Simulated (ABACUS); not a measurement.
# Pb (Fm-3m) in ABACUS: convergence with wavefunction cutoff

Aim: find how far wavefunction cutoff must go before the results for Pb settle, at PBE. This setting moves, with any that are tied to it; all else stays.

All numbers are computed with ABACUS 3.10.1; they aren't measurements. Logs are shortened: lines on timing, memory, paths and dates and some standing lists are left out, and cuts for length are marked.

### Step 1. The crystal as given

Symmetry: Fm-3m, No. 225, cubic system. Conventional cell: a = 4.950 Å, b = 4.950 Å, c = 4.950 Å, α = 90.00°, β = 90.00°, γ = 90.00°. Pb (site symmetry m-3m) has 12 Pb at 3.50 Å as nearest neighbours.

### Step 2. With wavefunction cutoff 22 Ry

INPUT reads:

```
INPUT_PARAMETERS
suffix              Pb
calculation         scf
basis_type          pw
pseudo_dir          ./
symmetry            1
dft_functional      pbe
ecutwfc             22
pseudo_rcut         10
nspin               1
nbands              11
ks_solver           dav
smearing_method     mv
smearing_sigma      0.00734986
scf_thr             1e-08
scf_nmax            100
mixing_type         broyden
mixing_beta         0.7
cal_force           1
cal_stress          1
kpar                4
```

STRU reads:

```
ATOMIC_SPECIES
Pb 207.2000 Pb_ONCV_PBE-1.2.upf

LATTICE_CONSTANT
1.8897261246

LATTICE_VECTORS
0.0000000000 2.4750200000 2.4750200000
2.4750200000 0.0000000000 2.4750200000
2.4750200000 2.4750200000 0.0000000000

ATOMIC_POSITIONS
Direct

Pb
0.0
1
0.0000000000 0.0000000000 0.0000000000 1 1 1
```

KPT reads:

```
K_POINTS
0
Gamma
7 7 7 0 0 0
```

Potentials or basis: SG15 ONCV 1.2 PBE, plane waves.

Command:

```sh
$ OMP_NUM_THREADS=1 mpirun -np 4 abacus > log
```

Wall time 1.1 s (4 MPI ranks of Intel Xeon Platinum 8259CL at 2.50GHz (Skylake/Cascade Lake), shared host); peak memory 0.2 GiB.

Results:

- Free energy: -1534.8856 eV
- Pressure: -42.9 GPa
- Band gap on the k mesh: none (metal or under the smearing width)

### Step 3. With wavefunction cutoff 28 Ry

Edit INPUT of step 2 so:

```diff
@@ -7,3 +7,3 @@
 dft_functional      pbe
-ecutwfc             22
+ecutwfc             28
 pseudo_rcut         10
```

STRU is that of step 2.

KPT is that of step 2.

Potentials or basis: SG15 ONCV 1.2 PBE, plane waves.

Command:

```sh
$ OMP_NUM_THREADS=1 mpirun -np 4 abacus > log
```

Run time: 2 s. Hardware: 4 MPI ranks of Intel Xeon Platinum 8259CL at 2.50GHz (Skylake/Cascade Lake), shared host; peak memory 0.2 GiB.

What came out:

- Free energy: -1535.9956 eV
- Pressure: 0.7 GPa
- Band gap on the k mesh: none (metal or under the smearing width)

### Step 4. With wavefunction cutoff 35 Ry

Edit INPUT of step 3 so:

```diff
@@ -7,3 +7,3 @@
 dft_functional      pbe
-ecutwfc             28
+ecutwfc             35
 pseudo_rcut         10
```

STRU is that of step 3.

KPT is that of step 3.

Command:

```sh
$ OMP_NUM_THREADS=1 mpirun -np 4 abacus > log
```

Run time: 1.6 s. Hardware: 4 MPI ranks of Intel Xeon Platinum 8259CL at 2.50GHz (Skylake/Cascade Lake), shared host; peak memory 0.2 GiB.

Results:

* Free energy: -1536.0272 eV
* Pressure: 2.9 GPa
* Band gap on the k mesh: none (metal or under the smearing width)

### Step 5. With wavefunction cutoff 44 Ry

Edit INPUT of step 4 so:

```diff
@@ -7,3 +7,3 @@
 dft_functional      pbe
-ecutwfc             35
+ecutwfc             44
 pseudo_rcut         10
```

STRU is that of step 4.

KPT is that of step 4.

Command:

```sh
$ OMP_NUM_THREADS=1 mpirun -np 4 abacus > log
```

It took 3 s on 4 MPI ranks of Intel Xeon Platinum 8259CL at 2.50GHz (Skylake/Cascade Lake), shared host; peak memory 0.2 GiB.

What came out:

```
Free energy            : -1536.0271 eV
Pressure               : 2.8 GPa
Band gap on the k mesh : none (metal or under the smearing width)
```

### Step 6. With wavefunction cutoff 54 Ry

Edit INPUT of step 5 so:

```diff
@@ -7,3 +7,3 @@
 dft_functional      pbe
-ecutwfc             44
+ecutwfc             54
 pseudo_rcut         10
```

STRU is that of step 5.

KPT is that of step 5.

Potentials or basis: SG15 ONCV 1.2 PBE, plane waves.

Command:

```sh
$ OMP_NUM_THREADS=1 mpirun -np 4 abacus > log
```

It took 2.9 s on 4 MPI ranks of Intel Xeon Platinum 8259CL at 2.50GHz (Skylake/Cascade Lake), shared host; peak memory 0.24 GiB.

The run converged. Its results:

```
Free energy            : -1536.0272 eV
Pressure               : 2.9 GPa
Band gap on the k mesh : none (metal or under the smearing width)
```

### Step 7. With wavefunction cutoff 63 Ry

Edit INPUT of step 6 so:

```diff
@@ -7,3 +7,3 @@
 dft_functional      pbe
-ecutwfc             54
+ecutwfc             63
 pseudo_rcut         10
```

STRU is that of step 6.

KPT is that of step 6.

Command:

```sh
$ OMP_NUM_THREADS=1 mpirun -np 4 abacus > log
```

Run time: 6 s. Hardware: 4 MPI ranks of Intel Xeon Platinum 8259CL at 2.50GHz (Skylake/Cascade Lake), shared host; peak memory 0.24 GiB.

It converged, with:

```yaml
Free_energy: -1536.0272 eV
Pressure: 2.9 GPa
Band_gap_on_the_k_mesh: none (metal or under the smearing width)
```

### Step 8. With wavefunction cutoff 76 Ry

Edit INPUT of step 7 so:

```diff
@@ -7,3 +7,3 @@
 dft_functional      pbe
-ecutwfc             63
+ecutwfc             76
 pseudo_rcut         10
```

STRU is that of step 7.

KPT is that of step 7.

Command:

```sh
$ OMP_NUM_THREADS=1 mpirun -np 4 abacus > log
```

It took 7.8 s on 4 MPI ranks of Intel Xeon Platinum 8259CL at 2.50GHz (Skylake/Cascade Lake), shared host; peak memory 0.28 GiB.

It converged, with:

```yaml
Free_energy: -1536.0272 eV
Pressure: 2.9 GPa
Band_gap_on_the_k_mesh: none (metal or under the smearing width)
```

### Step 9. With wavefunction cutoff 94 Ry

Edit INPUT of step 8 so:

```diff
@@ -7,3 +7,3 @@
 dft_functional      pbe
-ecutwfc             76
+ecutwfc             94
 pseudo_rcut         10
```

STRU is that of step 8.

KPT is that of step 8.

Potentials or basis: SG15 ONCV 1.2 PBE, plane waves.

Command:

```sh
$ OMP_NUM_THREADS=1 mpirun -np 4 abacus > log
```

running log:

```text
ABACUS v3.10.1

               Atomic-orbital Based Ab-initio Computation at UStc

 ------------------------------------------------------------------------------------

 READING GENERAL INFORMATION
                           global_out_dir = OUT.Pb/
                           global_in_card = INPUT
                               pseudo_dir = ./
                              orbital_dir =
                                    DSIZE = 4
                                    GSIZE = 1

 READING UNITCELL INFORMATION
                                    ntype = 1
                  lattice constant (Bohr) = 1.88973
              lattice constant (Angstrom) = 1

 READING ATOM TYPE 1
                               atom label = Pb
                      L=0, number of zeta = 1
                      L=1, number of zeta = 1
                      L=2, number of zeta = 1
             number of atom for this type = 1

                        TOTAL ATOM NUMBER = 1
DIRECT COORDINATES
    atom                   x                   y                   z     mag                  vx                  vy                  vz
taud_Pb1            0.0000000000        0.0000000000        0.0000000000  0.0000        0.0000000000        0.0000000000        0.0000000000

                          Volume (Bohr^3) = 204.627
                             Volume (A^3) = 30.3225

 Lattice vectors: (Cartesian coordinate: in unit of a_0)
                   +0            +2.47502            +2.47502
             +2.47502                  +0            +2.47502
             +2.47502            +2.47502                  +0
 Reciprocal vectors: (Cartesian coordinate: in unit of 2 pi/a_0)
            -0.202019           +0.202019           +0.202019
            +0.202019           -0.202019           +0.202019
            +0.202019           +0.202019           -0.202019
 The esolver type has been set to : ksdft_pw

                PAO radial cut off (Bohr) = 10

 Read in pseudopotential file is Pb_ONCV_PBE-1.2.upf
                     pseudopotential type = NC
          exchange-correlation functional = PBE
                 nonlocal core correction = 0
                        valence electrons = 14
                                     lmax = 3
                           number of zeta = 0
                     number of projectors = 8
                           L of projector = 0
                           L of projector = 0
                           L of projector = 1
                           L of projector = 1
                           L of projector = 2
                           L of projector = 2
                           L of projector = 3
                           L of projector = 3
     initial pseudo atomic orbital number = 0

 SETUP THE ELECTRONS NUMBER
            electron number of element Pb = 14
      total electron number of element Pb = 14
            AUTOSET number of electrons:  = 14
                           occupied bands = 7
                                   NBANDS = 11
                                   NLOCAL = 9

%%%%%%%%%%%%%%%%%%%%%%%%%%%%%%%%%%%%%%%%%%%%%%%%%%%%%%%%%%%%%%%%%%%%%%%%%%%%%%%%%%%%%%%%%%%%%%%%%%%%%%%%%%
 Warning: the number of valence electrons in pseudopotential > 4 for Pb: [Xe] 4f14 5d10 6s2 6p2
 Pseudopotentials with additional electrons can yield (more) accurate outcomes, but may be less efficient.
 If you're confident that your chosen pseudopotential is appropriate, you can safely ignore this warning.
%%%%%%%%%%%%%%%%%%%%%%%%%%%%%%%%%%%%%%%%%%%%%%%%%%%%%%%%%%%%%%%%%%%%%%%%%%%%%%%%%%%%%%%%%%%%%%%%%%%%%%%%%%

 SETUP THE PLANE WAVE BASIS
 energy cutoff for charge/potential (unit:Ry) = 376
            fft grid for charge/potential = [ 45, 45, 45 ]
                        fft grid division = [ 1, 1, 1 ]
        big fft grid for charge/potential = [ 45, 45, 45 ]
                                     nbxx = 91125
                                     nrxx = 91125

 SETUP PLANE WAVES FOR CHARGE/POTENTIAL
[... 67 lines left out ...]
       1  0.00000000  0.00000000  0.00000000  0.0029       0
       2  0.14285714  0.14285714  0.14285714  0.0233       1
       3  0.28571429  0.28571429  0.28571429  0.0233       2
       4  0.42857143  0.42857143  0.42857143  0.0233       3
       5  0.14285714  0.14285714  0.00000000  0.0175       8
       6  0.28571429  0.14285714  0.28571429  0.0700       9
[... 12 lines left out ...]
      19 -0.42857143  0.42857143  0.14285714  0.0700      74
      20 -0.28571429  0.42857143  0.28571429  0.0700      75

                               nkstot now = 20
[... K-POINTS DIRECT COORDINATES: 20 rows ...]

           k-point number in this process = 5
       minimum distributed K point number = 5
[... stars of the k points ...]

[... K-POINTS CARTESIAN COORDINATES: 5 rows ...]

[... K-POINTS DIRECT COORDINATES: 5 rows ...]

 SETUP PLANE WAVES FOR WAVE FUNCTIONS
     energy cutoff for wavefunc (unit:Ry) = 94
              fft grid for wave functions = [ 45, 45, 45 ]
                    number of plane waves = 3695
                         number of sticks = 313

 PARALLEL PW FOR WAVE FUNCTIONS
     PROC   COLUMNS(POT)             PW
        1            313           3695
 --------------- sum -------------------
        1            313           3695

 SETUP NONLOCAL PSEUDOPOTENTIALS IN PLANE WAVE BASIS
 Pb non-local projectors:
 projector 1 L=0
 projector 2 L=0
 projector 3 L=1
 projector 4 L=1
 projector 5 L=2
 projector 6 L=2
 projector 7 L=3
 projector 8 L=3
      TOTAL NUMBER OF NONLOCAL PROJECTORS = 32

 Init Non-Local PseudoPotential table :
 Init Non-Local-Pseudopotential done.

                                     npwx = 3163

 -------------------------------------------
 SELF-CONSISTENT
 -------------------------------------------
                                 init_chg = atomic

 PW ALGORITHM --------------- ION=   1  ELEC=   1--------------------------------
 Notice: Threshold on eigenvalues was too large.
 hsover_error=0.14 > DRHO=0.00779905
 Origin diag ethr = 0.01
 New diag ethr = 5.57075e-05

 Density error is 0.00780564655585
                          Error Threshold = 5.57074701572e-05
----------------------------------------------------------
     Energy           Rydberg                 eV
----------------------------------------------------------
 E_KohnSham     -112.8944242800      -1536.0074426372
 E_Harris       -113.5277787223      -1544.6246719069
 E_Fermi        0.9072589018         12.3438906255
----------------------------------------------------------
[... 63 lines left out ...]
 Density error is 5.38811203476e-10
                          Error Threshold = 1.97566123078e-10
----------------------------------------------------------
     Energy           Rydberg                 eV
----------------------------------------------------------
 E_KohnSham     -112.8958767992      -1536.0272051746
 E_KS(sigma->0) -112.8959292253      -1536.0279184683
 E_Harris       -112.8957433639      -1536.0253896951
 E_band         -1.2806610721        -17.4242877869
 E_one_elec     -22.5446397702       -306.7355602319
 E_Hartree      19.7552856867        268.7844509575
 E_xc           -14.0395075328       -191.0172995605
 E_Ewald        -96.0671200351       -1307.0602229271
 E_entropy(-TS) 0.0001048522         0.0014265873
 E_descf        0.0000000000         0.0000000000
 E_exx          0.0000000000         0.0000000000
 E_Fermi        0.8978053652         12.2152686620
----------------------------------------------------------

 charge density convergence is achieved
 final etot is -1536.0272052 eV
 EFERMI = 12.215268662 eV

 STATE ENERGY(eV) AND OCCUPATIONS    NSPIN == 1
 1/5 kpoint (Cartesian) = 0.0000 0.0000 0.0000 (3143 pws)
       1       -4.73226     0.00583090
       2       -4.73226     0.00583090
       3       -4.73226     0.00583090
       4       -4.59139     0.00583090
       5       -4.59139     0.00583090
       6       0.594433     0.00583090
       7        19.7630        0.00000
       8        19.7630        0.00000
       9        19.7630        0.00000
      10        22.1057        0.00000
      11        23.6827        0.00000
[... 40 lines left out ...]
 5/5 kpoint (Cartesian) = 0.0000 0.0000 0.057720 (3163 pws)
       1       -4.76320      0.0349854
       2       -4.67726      0.0349854
       3       -4.67726      0.0349854
       4       -4.62492      0.0349854
       5       -4.56839      0.0349854
       6        1.11820      0.0349854
       7        17.3406        0.00000
       8        18.0517        0.00000
       9        18.0517        0.00000
      10        20.9230        0.00000
      11        22.8629        0.00000

------------------------------------------------------------------------------------------
 TOTAL-FORCE (eV/Angstrom)
------------------------------------------------------------------------------------------
                       Pb1         0.0000000000         0.0000000000         0.0000000000
------------------------------------------------------------------------------------------

----------------------------------------------------------------
 TOTAL-STRESS (KBAR)
----------------------------------------------------------------
        28.5215494562         0.0000000000        -0.0000000000
         0.0000000000        28.5215494562        -0.0000000000
         0.0000000000        -0.0000000000        28.5215494562
----------------------------------------------------------------
 TOTAL-PRESSURE: 28.521549 KBAR

 --------------------------------------------
 !FINAL_ETOT_IS -1536.0272051746296711 eV
 --------------------------------------------
```

Run time: 13 s. Hardware: 4 MPI ranks of Intel Xeon Platinum 8259CL at 2.50GHz (Skylake/Cascade Lake), shared host; peak memory 0.32 GiB.

What came out:

```
Free energy            : -1536.0272 eV
Pressure               : 2.9 GPa
Band gap on the k mesh : none (metal or under the smearing width)
```

### Step 10. Result

| wavefunction cutoff | energy less the tightest run, at zero smearing (meV/atom) | pressure (GPa) | SCF cycles | CPU time (s) |
| --- | --- | --- | --- | --- |
| 22 Ry | 1141.65 | -42.95 | 6 | 3.8 |
| 28 Ry | 31.58 | 0.68 | 6 | 7.9 |
| 35 Ry | -0.02 | 2.87 | 6 | 5.9 |
| 44 Ry | 0.06 | 2.85 | 7 | 12 |
| 54 Ry | -0.01 | 2.87 | 6 | 11 |
| 63 Ry | -0.01 | 2.87 | 6 | 23 |
| 76 Ry | -0.01 | 2.85 | 7 | 31 |
| 94 Ry | 0.00 | 2.85 | 7 | 53 |

Against the tightest run, the energy stays within 1 meV/atom from 35 Ry on; the pressure stays within 0.1 GPa from 35 Ry on. The tightest run that finished is the yardstick and may itself not be fully converged.
